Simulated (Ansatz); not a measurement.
## Finding the fault: void in CeO2 (87 atoms)

Program: Ansatz 0.2.0. The cell: 29 Ce and 58 O.

input.yaml

```yaml
crystal:
  lattice:
    - [10.822, 0.0, 0.0]
    - [0.0, 10.822, 0.0]
    - [0.0, 0.0, 10.822]
  atoms:
    - { symbol: Ce, position: [0.99853, 0.99892, 0.00189] }
    - { symbol: O, position: [0.12576, 0.12214, 0.12541] }
    - { symbol: O, position: [0.3732, 0.37435, 0.37479] }
    - { symbol: Ce, position: [0.00639, 0.24975, 0.24714] }
    - { symbol: O, position: [0.12955, 0.37459, 0.37666] }
    - { symbol: O, position: [0.37113, 0.12246, 0.12517] }
    - { symbol: Ce, position: [0.2509, 0.99836, 0.2514] }
    - { symbol: O, position: [0.37719, 0.12707, 0.37342] }
    - { symbol: O, position: [0.12041, 0.37789, 0.12047] }
    - { symbol: Ce, position: [0.24746, 0.24891, 0.00195] }
    - { symbol: O, position: [0.37632, 0.37166, 0.12674] }
    - { symbol: O, position: [0.1225, 0.1221, 0.3736] }
    - { symbol: Ce, position: [0.00304, 0.99939, 0.50181] }
    - { symbol: O, position: [0.12546, 0.1256, 0.62703] }
    - { symbol: O, position: [0.37372, 0.37346, 0.87582] }
    - { symbol: Ce, position: [0.00203, 0.25025, 0.74946] }
    - { symbol: O, position: [0.12418, 0.37439, 0.87508] }
    - { symbol: O, position: [0.37341, 0.12316, 0.62492] }
    [... 63 atom lines left out ...]
    - { symbol: O, position: [0.62375, 0.87476, 0.87391] }
    - { symbol: O, position: [0.87901, 0.62176, 0.62588] }
    - { symbol: O, position: [0.87465, 0.62453, 0.87582] }
    - { symbol: O, position: [0.62649, 0.87403, 0.62332] }
    - { symbol: O, position: [0.87689, 0.87518, 0.62613] }
    - { symbol: O, position: [0.62234, 0.6263, 0.87567] }
kpoints:
  mp_grid: { grid: [1, 1, 1] }
hamiltonian:
  xc: pbe
scf:
  occupations: { method: gaussian, width: 0.025 }
  max_iter: 75
output:
  forces: true
basis:
  ecutwfc: "30 meV"
```

The run is started by

```sh
> ansatz run input.yaml --threads 4 --pin off --max-ram 8192MiB --backend cpu --events-out ev --progress --plain --runs-dir out
```

What it wrote:

```text
Error: inconsistent input (basis.ecutwfc, kpoints): the smallest per-k basis holds n_pw = 1 plane waves (k-point 0, counted from 0 among those solved) but the deck needs at least 349 band(s) per channel, and no run solves more bands than the smallest per-k basis has plane waves; [...]
```

It took 0.04 s on 4 threads of Arm Neoverse V2, shared host; peak memory 0.12 GiB.

What is at fault here, and what would mend it?

A cutoff in the wrong unit: basis.ecutwfc = "30 meV".

The fix is to take out basis.ecutwfc.

The program refused it before any cycle.

[Logs are printed without paths, hosts, clocks, repeated set-up lines and the standing remarks that a program may print on its own settings, such as how far it seeks lower states.]

[Hosts, paths, dates, database ids (printed as entryN), source tags and the programs' standing remarks are cut or masked in the printed files.]
